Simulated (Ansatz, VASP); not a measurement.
## Two plane-wave programs on LiCl

Contents of POSCAR:

```
LiCl
1.0
    0.0000000000      2.5303804819      2.5303804819
    2.5303804819      0.0000000000      2.5303804819
    2.5303804819      2.5303804819      0.0000000000
Li Cl
1 1
Direct
    0.0000000000      0.0000000000      0.0000000000
    0.5000000000      0.5000000000      0.5000000000
```

The input INCAR.step1:

```
ALGO = Normal
EDIFF = 1E-4
ENCUT = 520
GGA = PE
ISMEAR = 0
LASPH = True
LCHARG = False
LREAL = False
LWAVE = True
NBANDS = 12
NELM = 100
PREC = Accurate
SIGMA = 0.02
```

INCAR.step2

```
ALGO = Normal
EDIFF = 1E-6
ENCUT = 520
ISIF = 2
ISMEAR = 0
ISTART = 1
LASPH = True
LCHARG = True
LELF = True
LMIXTAU = True
LREAL = False
LVHAR = True
LWAVE = False
METAGGA = R2SCAN
NBANDS = 12
NELM = 100
PREC = Accurate
SIGMA = 0.02
```

Contents of KPOINTS:

```
k-points
0
Gamma
  8 8 8
```

Input for Ansatz:

```yaml
crystal:
  lattice:
    - [0.0, 2.5303804819, 2.5303804819]
    - [2.5303804819, 0.0, 2.5303804819]
    - [2.5303804819, 2.5303804819, 0.0]
  atoms:
    - { symbol: Li, position: [0.0, 0.0, 0.0] }
    - { symbol: Cl, position: [0.5, 0.5, 0.5] }
basis:
  ecutwfc: 500
kpoints:
  mp_grid: { grid: [8, 8, 8] }
hamiltonian:
  xc: r2scan
scf:
  occupations: { method: gaussian, width: 0.02 }
output:
  forces: true
  stress: true
  eigenvalues: true
```

Alike in both runs: task single point; functional r2SCAN; k mesh 8 × 8 × 8; occupations gaussian, width 0.02 eV; no spin polarisation.

|  | VASP | Ansatz |
| --- | --- | --- |
| version | VASP 6.6.1 | Ansatz 0.2.0 |
| potentials or method | VASP PAW PBE potentials, release 64 (Li_sv, Cl) | scalar-relativistic, plane waves, PAW |
| plane-wave cutoff (eV) | 520 | 500 |
| valence electrons in the cell | 10 | 10 |

|  | VASP | Ansatz | Ansatz less VASP |
| --- | --- | --- | --- |
| gap on the k mesh at the Fermi level (eV) | 7.57 | 7.49 | -0.081 |
| least direct gap on the mesh (eV) | 7.57 | 7.49 | -0.081 |

With one functional, cell and mesh, what is left measures potentials, basis and numerics.

Caveats: the PAW data sets were made with another functional, which shifts forces and pressure a little (VASP). r2SCAN opens gaps a little over a GGA but as a rule still falls short of measured ones. A k mesh can miss the band edges.
